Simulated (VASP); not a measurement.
Runs of VASP 6.6.1 on BAs. It takes space group F-43m (No. 216, cubic). Conventional cell: a = 4.778 Å, b = 4.778 Å, c = 4.778 Å, α = 90.00°, β = 90.00°, γ = 90.00°. B (site symmetry -43m) has 4 As at 2.07 Å as nearest neighbours. As (site symmetry -43m) has 4 B at 2.07 Å as nearest neighbours. The cell was built by a generator and needn't be a form met in nature.

| level | potentials or basis | gap on the mesh (eV) | pressure (GPa) |
| --- | --- | --- | --- |
| PBEsol | VASP PAW PBE potentials, release 64 (B, As) | 1.08 | 0.0 |
| TB-mBJ | VASP PAW PBE potentials, release 64 (B, As) | (a) | - |
| r2SCAN | VASP PAW PBE potentials, release 64 (B, As) | 1.37 | 0.8 |
| SCAN | VASP PAW PBE potentials, release 64 (B, As) | 1.42 | (b) |
| LDA | VASP PAW LDA potentials, release 64 (B, As) | 1.12 | -3.2 |

Alike in all rows: task single point; no spin polarisation; cell as given; k mesh 10 × 10 × 10; cutoff (eV) 520; smearing gaussian 0.02 eV.

**Question.** Estimate the missing entries.

**Answer.** (a) 1.76; (b) 0.1.

Caveats: the PAW data sets were made with another functional, which shifts forces and pressure a little (some runs).

A k mesh can miss the band edges, and the runs leave out spin-orbit coupling on As.

Runs at the PBE level aren't shown here.
